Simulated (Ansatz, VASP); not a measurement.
CuO in VASP and in Ansatz

INCAR

```
SYSTEM = CuO
PREC = Accurate
ENCUT = 520
EDIFF = 1E-6
ISMEAR = -1
SIGMA = 0.05
LREAL = .False.
LASPH = .True.
NELM = 80
ALGO = Normal
ISIF = 2
LWAVE = .False.
LCHARG = .False.
GGA = RP
NBANDS = 25
```

KPOINTS

```
Automatic mesh
0
Gamma
  10 10 5
  0 0 0
```

File POSCAR:

```
CuO
1.0
    2.3601776944     -1.7247471694      0.0000000000
    2.3601776944      1.7247471694      0.0000000000
   -0.8662490821      0.0000000000      5.0929466782
Cu O
2 2
Direct
    0.0032000000      0.4968000000      0.0000000000
    0.4968000000      0.0032000000      0.5000000000
    0.5714000000      0.4056000000      0.2537000000
    0.4056000000      0.5714000000      0.7537000000
```

The input input.yaml:

```yaml
crystal:
  lattice:
    - [2.3601776944, -1.7247471694, 0.0]
    - [2.3601776944, 1.7247471694, 0.0]
    - [-0.8662490821, 0.0, 5.0929466782]
  atoms:
    - { symbol: Cu, position: [0.0032, 0.4968, 0.0] }
    - { symbol: Cu, position: [0.4968, 0.0032, 0.5] }
    - { symbol: O, position: [0.5714, 0.4056, 0.2537] }
    - { symbol: O, position: [0.4056, 0.5714, 0.7537] }
hamiltonian:
  xc: rpbe
  pseudopotentials: { kind: paw }
kpoints:
  mp_grid: { grid: [10, 10, 5] }
scf:
  occupations: { method: fermi_dirac, width: 0.05 }
output:
  forces: true
  stress: true
  eigenvalues: true
```

Alike in both runs: task single point; functional RPBE; k mesh 10 × 10 × 5; occupations fermi-dirac, width 0.05 eV; no spin polarisation.

|  | VASP | Ansatz |
| --- | --- | --- |
| version | VASP 6.6.1 | Ansatz 0.2.0 |
| potentials or method | VASP PAW PBE potentials, release 64 (Cu, O) | Ansatz PAW |
| plane-wave cutoff (eV) | 520 | 420 |
| valence electrons in the cell | 34 | 50 |

```csv
,VASP,Ansatz,Ansatz less VASP
gap on the k mesh at the Fermi level (eV),none,none,-
pressure (GPa),8.3,7.6,-0.73
largest component of the traceless stress (GPa),1.76,1.68,-0.085
rms of the force components (eV/Å),0.424,0.415,-0.0091
```

Atom by atom the forces differ by 0.022 eV/Å (rms over components). A gap of «none» marks a metal or a gap that the smearing closes. The two sets of potentials don't hold the same shells in valence.

Caveats: the run has no spin polarisation, though such a crystal can be magnetic; semilocal functionals often make such compounds metallic where correlation or magnetic order opens a gap, which also shifts bond lengths; the PAW data sets were made with another functional, which shifts forces and pressure a little (VASP); the pressure holds a Pulay correction of +0.6 GPa for the finite cutoff (Ansatz); the PAW data sets come from PBE, with cores solved anew for the run's functional, which leaves a small shift of forces and pressure (Ansatz).
